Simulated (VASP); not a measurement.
Here is a VASP 6.6.1 calculation.

The input INCAR:

```
PREC = Accurate
ENCUT = 500
EDIFF = 1E-6
ISMEAR = 0
SIGMA = 0.01
LREAL = False
LASPH = True
NELM = 120
ALGO = Normal
ISIF = 2
LWAVE = False
LCHARG = False
GGA = PE
NBANDS = 15
GGA_COMPAT = False
```

File KPOINTS:

```
regular mesh
0
Gamma
  6 6 6
```

Contents of POSCAR:

```
KI
1.0
    0.0000000000      3.5561715428      3.5561715428
    3.5561715428      0.0000000000      3.5561715428
    3.5561715428      3.5561715428      0.0000000000
K I
1 1
Direct
    0.0000000000      0.0000000000      0.0000000000
    0.5000000000      0.5000000000      0.5000000000
```

Potentials or basis: VASP PAW PBE potentials, release 64 (K_sv, I).

Run with:

```sh
$ cat potpaw_PBE.64/K_sv/POTCAR potpaw_PBE.64/I/POTCAR > POTCAR
$ mpirun -np 1 vasp_std > vasp.out
```

Q: Predict the band gap on the k mesh.

A: 3.92 eV.

Q: Estimate the pressure.

A: 0.4 GPa.

Caveat: spin-orbit coupling is left out, which moves the levels of the heavy elements.

**Measured values to compare with.**

From a printed reference work, monograph, for a bulk crystal of KI: band gap 6.32 eV.

Against the measured gap of KI, 6.32 eV (a printed reference work, monograph), the calculated 3.92 eV is off by -2.40 eV. Spin-orbit coupling on I is left out. The value is that of PBE, without temperature or zero-point motion. Semilocal functionals fall short of measured gaps as a rule.
